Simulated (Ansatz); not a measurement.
# 3-layer 2H-MoS2 (2H stacking) in a perpendicular field, part 2 of 3

What dipole does a perpendicular field induce in the 3-layer 2H-MoS2 (2H stacking), and does the gap follow? A positive field points along +c.

Ansatz 0.2.0; plane-wave DFT, PBE-D3(BJ), Ansatz PAW.

So far. Step 2 (Relaxation): The lattice constant a goes from 3.180 to 3.151 Å.

### 3. Single point, field 0, start network

A sawtooth potential applies the field, turning back in the middle of the vacuum. With the dipole correction the typed value is the field outside the slab. The induced dipole is small, so the SCF threshold is tight.

The cell differs from the one that the last finished run ended in (c 62.588 → 33.245 Å).

The input, input.yaml:

```yaml
crystal:
  lattice:
    - [3.1509790922, 0.0, 0.0]
    - [-1.5754895461, 2.7288279406, 0.0]
    - [0.0, 0.0, 33.245149781]
  atoms:
    - { symbol: S, position: [0.3333333333, 0.6666666667, 0.2707161814] }
    - { symbol: Mo, position: [0.0, 0.0, 0.3178737609] }
    - { symbol: S, position: [0.3333333333, 0.6666666667, 0.3649800348] }
    - { symbol: S, position: [0.0, 0.0, 0.4529159806] }
    - { symbol: Mo, position: [0.3333333333, 0.6666666667, 0.5] }
    - { symbol: S, position: [0.0, 0.0, 0.5470840194] }
    - { symbol: S, position: [0.3333333333, 0.6666666667, 0.6350199652] }
    - { symbol: Mo, position: [0.0, 0.0, 0.6821262391] }
    - { symbol: S, position: [0.3333333333, 0.6666666667, 0.7292838186] }
kpoints:
  mp_grid: { grid: [18, 18, 1] }
  band_path:
    path: [[0, 0, 0], [0.5, 0, 0], [0.33333333, 0.33333333, 0], [0, 0, 0]]
    npoints: 16
hamiltonian:
  xc: pbe
  dispersion: d3bj
scf:
  occupations: { method: fermi_dirac, width: 0.02585 }
  convergence: { dr2_threshold: 1.0e-10 }
efield:
  axis: 3
  dipole_correction: true
  ramp_position: 0.97
  ramp_width: 0.06
  amplitude: 0
output:
  dos: { projected: true, e_range: [-6, 5] }
  write_potential: true
  write_density: true
  volumetric_format: npy
  elf: true
```

Command:

```bash
$ ansatz run input.yaml --threads 4 --pin off --max-ram 8192MiB --backend cpu --events-out ev --progress --plain --runs-dir out
```

Numbers of over 12 decimals in the logs are rounded to 6 here.

Output:

```text
[...]
Crystal: 9 atoms, lattice volume = 285.858 Å³
Basis set: ecut = 420 eV, 5547 PW (Γ)
Bands: 48, of which v1, the nominal top of the filled ones, is band 39 counted from 1 (38 counted from 0)
Symmetry: 6 space group operations
k-points: 37 of 324 (time reversal used)
[...]
SCF iter   1: F=—  HF=-20291.836778 eV  |F-HF|=—  |Δ(HF+E_count)|=         —  Δρ=4.40e-3  dr2=1.13e-1  ethr=1.77e-3  p=0.000 e·Å  D=2.41e-13 V/Å  ΔV_dip=-0.00 eV  dr2_dipole=4.84e-8  V_vac-E_F(+/−)=4.73/4.73 eV  ⟨swp⟩=10.1  Hψ=9015  notcnv=0
efield: sawtooth ramp at fractional position 0.9700 (set: `efield.ramp_position`, or a place that a band, a saddle search or an elastic batch's reference lends), width 0.0600; the density the first Hamiltonian is built on has a dipole p = 0.000 e·Å; the dipole correction subtracts the counter field D = 2.41e-13 V/Å, which shifts the + side's vacuum level by -0.00 eV against the − side's; the planar-averaged density in the ramp window peaks in size at 1.9e-5 e/Å³
[...]
SCF iter   2: F=—  HF=-20291.842662 eV  |F-HF|=—  |Δ(HF+E_count)|=   5.88e-3  Δρ=2.57e-3  dr2=2.05e-2  ethr=1.45e-4  p=-0.000 e·Å  D=-2.41e-5 V/Å  ΔV_dip=0.00 eV  dr2_dipole=4.46e-8  V_vac-E_F(+/−)=4.93/4.93 eV  ⟨swp⟩=3.2  Hψ=2902  notcnv=0  defer=94
[...]
SCF iter  12: F=-20291.848222 eV  HF=-20291.848222 eV  |F-HF|=5.82e-11  |Δ(HF+E_count)|=  9.46e-11  Δρ=7.55e-8  dr2=5.88e-11  ethr=1.00e-12  p=0.000 e·Å  D=1.37e-7 V/Å  ΔV_dip=-0.00 eV  dr2_dipole=3.45e-12  V_vac-E_F(+/−)=4.82/4.82 eV  ⟨swp⟩=8.1  Hψ=6243  notcnv=0
SCF 1 converged in 12 iterations: F = -20291.848222 eV  dr2 = 5.88e-11
[...]
NSCF: frozen V_eff on 49 k-points
efield: sawtooth ramp at fractional position 0.9700 (kept from the solve that this one continues, or follows in the run), width 0.0600; the density the first Hamiltonian is built on has a dipole p = 0.000 e·Å; the dipole correction subtracts the counter field D = 1.37e-7 V/Å, which shifts the + side's vacuum level by -0.00 eV against the − side's; the planar-averaged density in the ramp window peaks in size at 5.3e-7 e/Å³
WARN: The output density's exchange-correlation potential varies sharply where the density is thin. Do not read a vacuum level from v_tot or v_xc, or from such a field of the output density. On a cell that repeats whose density bears no net charge and no dipole along the vacuum's axis use v_es (v_loc + v_h of the components); under efield.dipole_correction with no amplitude use v_es + v_field, which holds any externa [...]
SCF converged after 12 iterations
Free energy (F): -20291.848222 eV
[...]
Internal energy: -20291.848222 eV  (E = F + TS)
E sigma→0 (E₀):  -20291.848222 eV
Fermi energy:    4.254657 eV
Dipole field:    D = -0.000002 V/Å  (p = -0.000003 e·Å, saw-weighted, corrected)
Work function:   Φ+ = 4.8246 eV   Φ− = 4.8245 eV
Levels:          The Fermi level and band energies are counted from a zero that moves with the ramp; work functions are not
[...]
--- Band table (eV; the first three rows and the last of 37) ---
  k-point 0: bands = [... 35 lower, 2.1229, 2.8116, 3.4467, 3.7770, 5.9637, 5.9637, 5.9839, 5.9839, ... 5 higher]
  k-point 1: bands = [... 35 lower, 2.2849, 2.8130, 3.4086, 3.6937, 5.9122, 5.9251, 5.9305, 6.0332, ... 5 higher]
  k-point 2: bands = [... 35 lower, 2.4269, 2.7940, 3.2582, 3.4369, 5.7600, 5.7820, 5.7959, 5.8010, ... 5 higher]
  k-point 36: bands = [... 35 lower, 1.0705, 3.0695, 3.1443, 3.2117, 4.9324, 4.9427, 4.9437, 5.7383, ... 5 higher]
```

Run time: 58 s. Hardware: 4 threads of Intel Xeon at 2.50GHz (Skylake/Cascade Lake), shared host; peak memory 1 GiB; 3 min of CPU time.

This step gave:

```
gap on the k-mesh                  : 1.007 eV
dipole along the normal            : -3.09e-6 e·Å
gap along the path                 : 1.007 eV
smallest direct gap along the path : 1.721 eV
ionisation energy, upper face      : 5.302 eV
electron affinity, upper face      : 4.295 eV
gap, the smaller of path and mesh  : 1.007 eV
```

Running mean over a fixed 2.5 Å (it still follows the layers) of the planar mean; the ramp of the sawtooth is left out. The electron's electrostatic potential energy less the Fermi level by z:

| z (Å) | electron's electrostatic potential energy less the Fermi level (eV) |
| --- | --- |
| 3.5 | 4.82 |
| 4.0 | 4.82 |
| 4.5 | 4.82 |
| 5.0 | 4.82 |
| 5.5 | 4.82 |
| 6.0 | 4.80 |
| 6.5 | 4.70 |
| 7.0 | 4.18 |
| 7.5 | 2.32 |
| 8.0 | -0.382 |
| 8.5 | -2.92 |
| 9.0 | -6.12 |
| 9.5 | -10.4 |
| 10.0 | -12.3 |
| 10.5 | -12.2 |
| 11.0 | -12.3 |
| 11.5 | -11.3 |
| 12.0 | -7.31 |
| 12.5 | -3.74 |
| 13.0 | -1.64 |
| 13.5 | -0.618 |
| 14.0 | -1.06 |
| 14.5 | -2.86 |
| 15.0 | -5.74 |
| 15.5 | -9.99 |
| 16.0 | -12.3 |
| 16.5 | -12.2 |
| 17.0 | -12.3 |
| 17.5 | -11.5 |
| 18.0 | -7.80 |
| 18.5 | -4.03 |
| 19.0 | -1.85 |
| 19.5 | -0.640 |
| 20.0 | -0.938 |
| 20.5 | -2.63 |
| 21.0 | -5.32 |
| 21.5 | -9.52 |
| 22.0 | -12.2 |
| 22.5 | -12.2 |
| 23.0 | -12.3 |
| 23.5 | -11.8 |
| 24.0 | -8.25 |
| 24.5 | -4.26 |
| 25.0 | -1.68 |
| 25.5 | 1.02 |
| 26.0 | 3.48 |
| 26.5 | 4.54 |
| 27.0 | 4.76 |
| 27.5 | 4.81 |
| 28.0 | 4.82 |
| 28.5 | 4.82 |
| 29.0 | 4.82 |
| 29.5 | 4.82 |

The density of states has structure finer than the step of the table below, so its rows give means over 0.25 eV, whole bins alone (the curve runs from -6 to 1.53 eV). Peaks (eV: height): -4.260: 17.3, -4.150: 16.2, -3.110: 15.1, -3.050: 17.3, -1.890: 18.9, 1.250: 19.9, 1.330: 13.8.

The density of states by energy, zero at the Fermi level of the run, which the smearing sets inside the gap; means over each step:

| energy (eV) | density of states (states/eV a cell) |
| --- | --- |
| -5.75 | 3.04 |
| -5.50 | 3.33 |
| -5.25 | 6.17 |
| -5.00 | 9.75 |
| -4.75 | 8.25 |
| -4.50 | 6.49 |
| -4.25 | 12.0 |
| -4.00 | 7.15 |
| -3.75 | 4.70 |
| -3.50 | 5.34 |
| -3.25 | 6.17 |
| -3.00 | 12.8 |
| -2.75 | 8.17 |
| -2.50 | 7.43 |
| -2.25 | 6.05 |
| -2.00 | 7.22 |
| -1.75 | 9.52 |
| -1.50 | 6.16 |
| -1.25 | 2.56 |
| -1.00 | 0.816 |
| -0.75 | 0.413 |
| -0.50 | 0.128 |
| -0.25 | 0 |
| 0.00 | 0 |
| 0.25 | 0 |
| 0.50 | 0.529 |
| 0.75 | 3.64 |
| 1.00 | 7.69 |
| 1.25 | 13.3 |

Projected DOS per atom over height of the atomic layer and energy from the Fermi level. Layers: S Mo S S Mo S S Mo S from below.

Values in states/eV, 22 rows by 9 columns, each cell a mean:
```
0.91 2.81 0.63 0.70 2.59 0.70 0.63 2.81 0.91
0.48 1.99 0.47 0.36 1.73 0.36 0.47 1.99 0.48
0.12 0.51 0.16 0.20 0.74 0.20 0.16 0.51 0.12
0.00 0.01 0.00 0.01 0.01 0.01 0.00 0.01 0.00
0.00 0.00 0.00 0.00 0.00 0.00 0.00 0.00 0.00
0.00 0.00 0.00 0.00 0.00 0.00 0.00 0.00 0.00
0.00 0.04 0.03 0.04 0.09 0.04 0.03 0.04 0.00
0.03 0.21 0.10 0.08 0.18 0.08 0.10 0.21 0.03
0.21 0.97 0.22 0.21 0.91 0.21 0.22 0.97 0.21
0.59 1.78 0.50 0.56 1.74 0.56 0.50 1.78 0.59
0.65 0.95 0.57 0.49 0.99 0.49 0.57 0.95 0.65
0.98 0.38 0.99 0.99 0.42 0.99 0.99 0.38 0.98
1.10 0.67 1.03 1.05 0.64 1.05 1.03 0.67 1.10
1.23 1.10 1.24 1.23 1.15 1.23 1.24 1.10 1.23
0.48 0.74 0.51 0.50 0.73 0.50 0.51 0.74 0.48
0.47 0.66 0.48 0.51 0.70 0.51 0.48 0.66 0.47
1.11 1.34 1.13 1.05 1.24 1.05 1.13 1.34 1.11
0.86 0.80 0.71 0.78 0.87 0.78 0.71 0.80 0.86
1.10 0.96 0.94 0.96 0.96 0.96 0.94 0.96 1.10
0.89 0.83 0.95 0.88 0.73 0.88 0.95 0.83 0.89
0.37 0.31 0.37 0.46 0.40 0.46 0.37 0.31 0.37
0.56 0.47 0.48 0.53 0.51 0.53 0.48 0.47 0.56
```
Columns: height of the atomic layer (Å) from 9 to 24.2 (not evenly spaced); rows upwards: energy from the Fermi level (eV) from -5.96 to 1.51.

The electronic bands at the labelled points (eV, zero at the Fermi level of the run, which the smearing sets inside the gap):

| point | band 36 | band 37 | band 38 | band 39 | band 40 | band 41 | band 42 | band 43 |
| --- | --- | --- | --- | --- | --- | --- | --- | --- |
| Γ | -2.13 | -1.44 | -0.81 | -0.48 | 1.71 | 1.71 | 1.73 | 1.73 |
| halfway | -2.19 | -1.91 | -1.83 | -1.82 | 0.87 | 1.11 | 1.21 | 1.31 |
| M | -1.94 | -1.82 | -1.76 | -1.72 | 1.23 | 1.26 | 1.27 | 1.65 |
| halfway | -2.84 | -1.49 | -1.40 | -1.34 | 1.09 | 1.14 | 1.18 | 1.92 |
| K | -3.18 | -1.19 | -1.11 | -1.04 | 0.68 | 0.69 | 0.69 | 1.48 |
| halfway | -2.09 | -1.92 | -1.90 | -1.90 | 0.53 | 0.81 | 1.11 | 1.35 |
| Γ | -2.13 | -1.44 | -0.81 | -0.48 | 1.71 | 1.71 | 1.73 | 1.73 |

Valence density in the ca plane at fractional y = 0.667, with atoms of S and Mo within 0.2 Å of it. It is the smooth field of the valence electrons, not physical close to the nuclei.

Ten steps, logarithmic in the rise over the least value, from '0' (0.0 e/Å³) to '9' (6.4 e/Å³), each cell a mean:
```
00000000000000000112333455433221112344443334
00000000000000000012233455433221112344433334
00000000000000000134444444444432112344444544
00000000000000001345665433456654211233468875
00000000000000001456455433565565211123589996
00000000000000002456455433565565311123589997
00000000000000001356665433456654211223468875
00000000000000000134444444445442112344445554
```
Columns run along c (16.0 Å, from fractional 0.05 to 0.53 of the cell), rows up along a (3.2 Å). Atoms in or near the plane, at fractional coordinates: S at (0.27, 0.33), S at (0.36, 0.33), Mo at (0.50, 0.33).

ELF in the ca plane at fractional y = 0.667, with atoms of S and Mo within 0.2 Å of it. It is the smooth field of the valence electrons, not physical close to the nuclei.

Ten even steps from '0' (0.00) to '9' (0.94), each cell a mean:
```
00000000000000000012331233123320015787742235
00000000000000000012221243122210026888753236
00000000000000012567774222367774103677522223
00000000000000147898887412688898400244236752
00000000000001368996147523762399710012266575
00000000000001368996147523761289710012376575
00000000000000257998787412687799400233247763
00000000000000013678875222368875103566523323
```
Columns run along c (16.0 Å, from fractional 0.05 to 0.53 of the cell), rows up along a (3.2 Å). Atoms in or near the plane, at fractional coordinates: S at (0.27, 0.33), S at (0.36, 0.33), Mo at (0.50, 0.33).

Electrostatic potential energy in the ca plane at fractional y = 0.667, with atoms of S and Mo within 0.2 Å of it. With pseudopotentials it is smooth inside the atoms' cores, unlike the true potential.

Ten even steps from '0' (-40 eV) to '9' (9 eV), each cell a mean:
```
99999999999999999999988655789999999877888888
99999999999999999999988645789999999877888888
99999999999999999998788767887889999988876678
99999999999999999973237888852258999998740016
99999999999999999841214888621227999998600003
99999999999999999841214888612217999998600002
99999999999999999972136888742148999998730015
99999999999999999997778777887789999988875567
```
Columns run along c (16.0 Å, from fractional 0.05 to 0.53 of the cell; values clipped at the 3rd and 97th percentile), rows up along a (3.2 Å). Atoms in or near the plane, at fractional coordinates: S at (0.27, 0.33), S at (0.36, 0.33), Mo at (0.50, 0.33).

The gap is 1.01 eV, with the valence edge 5.30 eV and the conduction edge 4.30 eV under the upper vacuum level.

### 4. Atoms held, field 0.1 V/Å

Changes to input.yaml since step 3:

```diff
@@ -29,7 +29,6 @@
   dipole_correction: true
-  ramp_position: 0.97
-  ramp_width: 0.06
-  amplitude: 0
+  ramp_position: 0.9624
+  ramp_width: 0.0752
+  amplitude: 0.1
 output:
-  dos: { projected: true, e_range: [-6, 5] }
   write_potential: true
@@ -37,2 +36 @@
   volumetric_format: npy
-  elf: true
```

Output:

```text
[...]
Crystal: 9 atoms, lattice volume = 285.858 Å³
Basis set: ecut = 420 eV, 5547 PW (Γ)
Bands: 48, of which v1, the nominal top of the filled ones, is band 39 counted from 1 (38 counted from 0)
Symmetry: 6 space group operations
k-points: 37 of 324 (time reversal used)
[...]
k-point 0: bands = [... 35 lower, 2.1226, 2.8102, 3.4441, 3.7844, 5.9027, 5.9027, 5.9694, 5.9694, ... 5 higher]
  k-point 1: bands = [... 35 lower, 2.2861, 2.8129, 3.4051, 3.7021, 5.8398, 5.9138, 5.9768, 6.0070, ... 5 higher]
  k-point 2: bands = [... 35 lower, 2.4259, 2.7958, 3.2514, 3.4498, 5.6940, 5.7307, 5.8086, 5.8841, ... 5 higher]
  k-point 36: bands = [... 35 lower, 1.1070, 3.0333, 3.1355, 3.2558, 4.8572, 4.9321, 5.0287, 5.7295, ... 5 higher]
[key lines of the parts left out:]
SCF converged after 16 iterations
Free energy (F): -20291.851909 eV
Fermi energy:    4.252282 eV
Dipole field:    D = 0.046676 V/Å  (p = 0.073736 e·Å, saw-weighted, corrected)
```

Elapsed: 59 s, on 4 threads; peak memory 0.93 GiB; 3.1 min of CPU time.

The dipole is 0.0737 e·Å, and the gap 0.988 eV.

### 5. Atoms held, field -0.1 V/Å

Changes to input.yaml since step 4:

```diff
@@ -31,3 +31,3 @@
   ramp_width: 0.0752
-  amplitude: 0.1
+  amplitude: -0.1
 output:
```

Output:

```text
[...]
Crystal: 9 atoms, lattice volume = 285.858 Å³
Basis set: ecut = 420 eV, 5547 PW (Γ)
Bands: 48, of which v1, the nominal top of the filled ones, is band 39 counted from 1 (38 counted from 0)
Symmetry: 6 space group operations
k-points: 37 of 324 (time reversal used)
[...]
k-point 0: bands = [... 35 lower, 2.1226, 2.8102, 3.4441, 3.7844, 5.9027, 5.9027, 5.9694, 5.9694, ... 5 higher]
  k-point 1: bands = [... 35 lower, 2.2861, 2.8129, 3.4051, 3.7021, 5.8398, 5.9138, 5.9768, 6.0070, ... 5 higher]
  k-point 2: bands = [... 35 lower, 2.4259, 2.7958, 3.2514, 3.4498, 5.6940, 5.7307, 5.8086, 5.8841, ... 5 higher]
  k-point 36: bands = [... 35 lower, 1.1070, 3.0333, 3.1355, 3.2558, 4.8572, 4.9321, 5.0287, 5.7295, ... 5 higher]
[key lines of the parts left out:]
SCF converged after 16 iterations
Free energy (F): -20291.851909 eV
Fermi energy:    4.252282 eV
Dipole field:    D = -0.046675 V/Å  (p = -0.073735 e·Å, saw-weighted, corrected)
```

It took 63 s on 4 threads; peak memory 0.93 GiB; 3.1 min of CPU time.

The dipole is -0.0737 e·Å, and the gap 0.988 eV.

### 6. Single point, field 0.2 V/Å

Changes to input.yaml since step 5:

```diff
@@ -31,3 +31,3 @@
   ramp_width: 0.0752
-  amplitude: -0.1
+  amplitude: 0.2
 output:
```

Output:

```text
[...]
Crystal: 9 atoms, lattice volume = 285.858 Å³
Basis set: ecut = 420 eV, 5547 PW (Γ)
Bands: 48, of which v1, the nominal top of the filled ones, is band 39 counted from 1 (38 counted from 0)
Symmetry: 6 space group operations
k-points: 37 of 324 (time reversal used)
[...]
k-point 0: bands = [... 35 lower, 2.1215, 2.8065, 3.4370, 3.8055, 5.8178, 5.8178, 5.9625, 5.9625, ... 5 higher]
  k-point 1: bands = [... 35 lower, 2.2899, 2.8129, 3.3959, 3.7258, 5.7527, 5.8983, 5.9040, 5.9383, ... 5 higher]
  k-point 2: bands = [... 35 lower, 2.4229, 2.8012, 3.2358, 3.4833, 5.6022, 5.6649, 5.8232, 5.8253, ... 5 higher]
  k-point 36: bands = [... 35 lower, 1.1756, 2.9603, 3.1310, 3.3309, 4.7709, 4.9313, 5.1134, 5.7041, ... 5 higher]
[key lines of the parts left out:]
SCF converged after 15 iterations
Free energy (F): -20291.862970 eV
Fermi energy:    4.245485 eV
Dipole field:    D = 0.093362 V/Å  (p = 0.147489 e·Å, saw-weighted, corrected)
```

Wall time 62 s (4 threads); peak memory 0.93 GiB; 3.1 min of CPU time.

The dipole is 0.147 e·Å, and the gap 0.932 eV.

[end of part 2 of 3]

[Logs are printed without paths, hosts, clocks, repeated set-up lines and the standing remarks that a program may print on its own settings, such as how far it seeks lower states.]

[Hosts, paths, dates, database ids (printed as entryN), source tags and the programs' standing remarks are cut or masked in the printed files.]

[Maps of the electrostatic potential energy from Ansatz leave out the sawtooth potential of an applied field or a dipole correction, so their vacuum need not be flat; planar profiles and work functions include it.]

[The density of states shown here was stored with 400 of the rows of the run's finer table, so its peaks can read low, often by over a quarter, or be missed, and its means over a window can be off by a tenth or more.]
